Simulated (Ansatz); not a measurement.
input.yaml (Ansatz)

```yaml
crystal:
  lattice:
    - [4.5467736727, 0.0, 0.0]
    - [0.0, 4.5467736727, 0.0]
    - [0.0, 0.0, 4.5467736727]
  atoms:
    - { symbol: Mn, position: [0.0, 0.0, 0.0] }
    - { symbol: Mn, position: [0.5, 0.5, 0.5] }
    - { symbol: Mn, position: [0.25, 0.0, 0.5] }
    - { symbol: Mn, position: [0.75, 0.0, 0.5] }
    - { symbol: Mn, position: [0.5, 0.25, 0.0] }
    - { symbol: Mn, position: [0.5, 0.75, 0.0] }
    - { symbol: Mn, position: [0.0, 0.5, 0.25] }
    - { symbol: Mn, position: [0.0, 0.5, 0.75] }
hamiltonian:
  xc: pbe
  pseudopotentials:
    kind: paw
    azcp:
      Mn: "pseudopotentials/Mn.paw.azcp"
basis:
  ecutwfc: 420
  fft_grid_basis: typed
kpoints:
  mp_grid: { grid: [6, 6, 6], shift: [0, 0, 0] }
magnetization:
  spin_polarized: false
scf:
  occupations: { method: fermi_dirac, width: 0.1 }
relax:
  max_steps: 60
  f_tol: 0.01
  cell: {}
```

Terminal output

```
Engine: ansatz 0.2.0, x86_64-unknown-linux-gnu
Pseudopotentials: kind: paw
Pseudopotential: Mn, paw, valence charge 15, recommended cutoff 420 eV (normal) 
Functional definition: PBE
  parameter kappa = 0.804
  parameter beta = 0.06672455060314922
  exchange = pbe_x(kappa = kappa, mu = beta*pi^2/3)
  correlation = pbe_c(beta = beta)
Crystal: 8 atoms, lattice volume = 93.996 Å³
Basis set: ecut = 420 eV, 1839 PW (Γ), exchange–correlation on 64×64×64 points (8 copies of the dense FFT grid, shifted against one another)
Bands: 72, of which v1, the nominal top of the filled ones, is band 60 counted from 1 (59 counted from 0)
Symmetry: 48 space group operations
Space group: Pm-3n (ITA 223), of the structure as read, at distance tolerance 4.5e-5 Å
k-points: 20 of 216
Non-local potential: Mn, projectors of the file, l = 0: 3, l = 1: 2, l = 2: 3, l = 3: 1
PAW form: soft (Blöchl's): semilocal exchange-correlation on the pseudo side does not see the compensation charge
PAW one-centre angular grid: Mn, 590 points (default); XC on 64 Gauss nodes
Initial density: superposition of atomic densities (neutral atoms: chi_scale 0, normalization atom), corrected by the library's trained network
Initial wavefunctions: pseudopotential atomic-orbital guess
Functional: x = pbe(κ = 0.804, μ = 0.2195149727645171), c = pbe(β = 0.06672455060314922)
SCF iter   1: F=—  HF=-31190.053256 eV  |F-HF|=—  |Δ(HF+E_count)|=         —  Δρ=6.19e-3  dr2=1.08e-2  ethr=1.77e-3  ⟨swp⟩=4.0  Hψ=4162  notcnv=0
SCF iter   2: F=—  HF=-31190.050588 eV  |F-HF|=—  |Δ(HF+E_count)|=   2.67e-3  Δρ=2.66e-3  dr2=1.65e-3  ethr=8.97e-6  ⟨swp⟩=2.0  Hψ=2795  notcnv=0
SCF iter   3: F=—  HF=-31190.050691 eV  |F-HF|=—  |Δ(HF+E_count)|=   1.02e-4  Δρ=8.37e-4  dr2=2.77e-4  ethr=1.38e-6  ⟨swp⟩=2.0  Hψ=1981  notcnv=0
SCF iter   4: F=—  HF=-31190.050657 eV  |F-HF|=—  |Δ(HF+E_count)|=   3.38e-5  Δρ=2.91e-4  dr2=3.51e-5  ethr=2.31e-7  ⟨swp⟩=2.0  Hψ=1991  notcnv=0
SCF iter   5: F=—  HF=-31190.050862 eV  |F-HF|=—  |Δ(HF+E_count)|=   2.05e-4  Δρ=7.50e-5  dr2=5.65e-6  ethr=2.93e-8  ⟨swp⟩=1.1  Hψ=1443  notcnv=0
SCF iter   6: F=-31190.050862 eV  HF=-31190.050862 eV  |F-HF|=1.66e-8  |Δ(HF+E_count)|=   2.78e-7  Δρ=8.40e-6  dr2=4.62e-8  ethr=8.33e-11  ⟨swp⟩=4.0  Hψ=6558  notcnv=0
SCF 1 converged in 6 iterations: F = -31190.050862 eV  dr2 = 4.62e-8
relax step   1: F+E_penalty+E_count = -31190.05086151 eV  Δ(F+E_penalty+E_count) = +0.000e0 eV  max|allowed force component| = 2.577e-17 eV/Å  Δτ_max = 0.0000 Å  P = -19.415 GPa  Ω = 93.996 Å³  (6 SCF iters, dr2 threshold 1.00e-7 eV, accepted)
Crystal: 8 atoms, lattice volume = 87.796 Å³
...
SCF iter   5: F=—  HF=-31190.549397 eV  |F-HF|=—  |Δ(HF+E_count)|=   2.66e-8  Δρ=2.31e-6  dr2=2.00e-9  ethr=2.36e-11  ⟨swp⟩=2.0  Hψ=1994  notcnv=0
SCF iter   6: F=-31190.549397 eV  HF=-31190.549397 eV  |F-HF|=1.82e-11  |Δ(HF+E_count)|=  3.13e-10  Δρ=3.96e-7  dr2=6.64e-11  ethr=1.00e-12  ⟨swp⟩=3.6  Hψ=6509  notcnv=0
SCF 5 converged in 6 iterations: F = -31190.549397 eV  dr2 = 6.64e-11
relax step   5: F+E_penalty+E_count = -31190.54939712 eV  Δ(F+E_penalty+E_count) = +2.424e-3 eV  max|allowed force component| = 1.042e-16 eV/Å  Δτ_max = 0.0000 Å  P = -0.003 GPa  Ω = 86.383 Å³  stress off target by 2.72e-3 GPa  SCF on the basis re-selected at this cell (its energy is not comparable with the rows above)  (6 SCF iters)
basis re-selected at this cell: Δ(F+E_penalty+E_count) = +2.424e-3 eV, ΔP = +0.018 GPa vs the last step (what re-selecting the basis moved, of the pressure what is left beyond the Pulay correction that the steps carried, after the strain that the cell walked since its last selection, with what the two solves' SCF thresholds leave and, on support functions, any second-order correction that the steps lacked; it is no measure of the basis error at this ecutwfc). The dense FFT grid was sized anew with the basis: this SCF ran on 30×30×30 points, the steps before it on 32×32×32, so part of this shift can come from that change (see relax.cell in the input reference). This SCF's stress stands 2.72e-3 GPa from its target on what of the cell is left free (relax.cell.stress_tol is 5.00e-2 GPa) and its largest allowed force component is 1.04e-16 eV/Å (relax.f_tol is 1.00e-2 eV/Å): within both
SCF converged after 6 iterations
Free energy (F): -31190.549397 eV
Harris-Foulkes:  -31190.549397 eV  (|F-HF|=1.82e-11)
Internal energy: -31190.124439 eV  (E = F + TS)
E sigma→0 (E₀):  -31190.336918 eV
Entropy (-TS):   -0.424958 eV (-53.120 meV/atom)
Fermi energy:    20.423458 eV
--- Per-component energies (eV) ---
  E_band       = -1276.220453
  E_kinetic    = 2467.917931
  E_local      = -12605.945031  (includes V_loc(G=0)·N_el)
  E_nonlocal   = 1891.188758
  E_hartree    = 5249.799852
  E_xc         = -926.752961
  E_vxc        = -1187.742220  (∫ρ·V_xc dr)
  E_paw        = -10369.645813  (= ΣΔE_a)
  E_vpaw       = -2341.239311  (= ΣTr[D̂ρ^β])
  E_aug_tail   = -0.000077  (compensation charges beyond the density's cutoff)
  E_ewald      = -16896.687099
  E_smearing   = -0.424958  (= −TS)
  E_closure    = 0.000000  (closes the sum)
  Σ components = -31190.549397   (vs F -31190.549397, Δ=0.00e0)
--- Forces (eV/Å), atoms counted from 1 ---
  atom   1  Mn    -0.00000000    -0.00000000    -0.00000000
  atom   2  Mn    -0.00000000     0.00000000     0.00000000
  atom   3  Mn     0.00000000    -0.00000000     0.00000000
  atom   4  Mn    -0.00000000     0.00000000    -0.00000000
  atom   5  Mn    -0.00000000     0.00000000    -0.00000000
  atom   6  Mn     0.00000000    -0.00000000     0.00000000
  atom   7  Mn     0.00000000     0.00000000     0.00000000
  atom   8  Mn    -0.00000000    -0.00000000    -0.00000000
  max |Σ_I F_I| component: 3.87e-17 eV/Å
--- Stress (GPa, compression-positive) ---
       -0.002722      -0.000000       0.000000
       -0.000000      -0.002722      -0.000000
        0.000000      -0.000000      -0.002722
  P = ⅓ Tr σ = -0.0027 GPa (-0.027 kbar)
--- Relaxed structure (4 steps of the walk, 4 accepted, 1 SCFs on fresh bases) ---
  F+E_penalty+E_count = -31190.54939712 eV   max|allowed force component| = 1.042e-16 eV/Å   (the final SCF, on the basis selected at the relaxed cell)
  cell:  # Å, volume = 86.3826 Å³
    - [4.420541202157359, 9.830267424476518e-35, -9.549402640920044e-34]
    - [1.5648180798146291e-34, 4.4205412021573585, 1.4444474582904269e-34]
    - [3.2901303216615278e-34, 2.0864241064195054e-34, 4.420541202157359]
  atoms:
    - { symbol: Mn, position: [1.869022193252412e-34, 1.649100476996588e-34, -3.478140429116968e-35] }
    - { symbol: Mn, position: [0.5, 0.5, 0.5] }
    - { symbol: Mn, position: [0.25, 2.178577553222917e-34, 0.5] }
    - { symbol: Mn, position: [0.7500000000000001, 1.825592835738698e-34, 0.5] }
    - { symbol: Mn, position: [0.5, 0.25, -9.631243170419038e-36] }
    - { symbol: Mn, position: [0.5, 0.7500000000000001, -1.6890870270240894e-36] }
    - { symbol: Mn, position: [-2.358521337242186e-34, 0.5, 0.25] }
    - { symbol: Mn, position: [-1.1583732977958396e-34, 0.5, 0.7500000000000001] }
```
